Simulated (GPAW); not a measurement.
A run of GPAW 26.7.0 is set up as follows.

Contents of run.py:

```python
from ase.eos import EquationOfState
from ase.io import Trajectory, read
from ase.units import GPa
from gpaw import GPAW, PW, setup_paths

setup_paths.insert(0, '.')

atoms = read('CdO.xyz')

traj = Trajectory('eos.traj', 'w')
volumes, energies = [], []
for x in [0.94, 0.96, 0.98, 1.0, 1.02, 1.04, 1.06]:
    a = atoms.copy()
    a.set_cell(atoms.cell * x**(1 / 3), scale_atoms=True)
    calc = GPAW(mode=PW(800),
                xc='PBE',
                kpts={'size': (8, 8, 8), 'gamma': True},
                occupations={'name': 'fermi-dirac', 'width': 0.05},
                setups={'Cd': 'jth', 'O': 'jth'},
                nbands=-9,
                convergence={'density': 1e-05, 'energy': 1e-05},
                maxiter=150,
                txt=f'eos-{x:.2f}.txt')
    a.calc = calc
    energies.append(a.get_potential_energy(force_consistent=True))
    volumes.append(a.get_volume())
    p = -a.get_stress()[:3].mean() / GPa
    calc.write(f'eos-{x:.2f}.gpw')
    traj.write(a)
    print(f'{x:.2f} {volumes[-1]:10.4f} A^3 {energies[-1]:14.6f} eV {p:9.3f} GPa', flush=True)

v0, e0, B = EquationOfState(volumes, energies, eos='birchmurnaghan').fit()
print(f'V0 = {v0:.4f} A^3, E0 = {e0:.6f} eV, B0 = {B / GPa:.2f} GPa')
```

The input CdO.xyz:

```xyz
2
Lattice="0.0000000000 2.3495000000 2.3495000000 2.3495000000 0.0000000000 2.3495000000 2.3495000000 2.3495000000 0.0000000000" Properties=species:S:1:pos:R:3 pbc="T T T"
Cd     0.0000000000      0.0000000000      0.0000000000
O      2.3495000000      2.3495000000      2.3495000000
```

Potentials or basis: JTH PAW 2.0, PBE, pw.

The run is started by

```bash
$ OMP_NUM_THREADS=1 python run.py
```

Q: What does it give for the equilibrium volume?

A: 13.54 Å³/atom.

Q: Predict the bulk modulus.

A: 125 GPa.

Energy against volume, from the lowest point:
```csv
volume (Å³/atom),energy (meV/atom)
12.191,64.73
12.451,40.52
12.710,22.59
12.970,10.22
13.229,2.89
13.488,0.00
13.748,1.09
```

Caveat: the program truncates these outside data sets. Zero-point motion and thermal expansion aren't in these numbers.
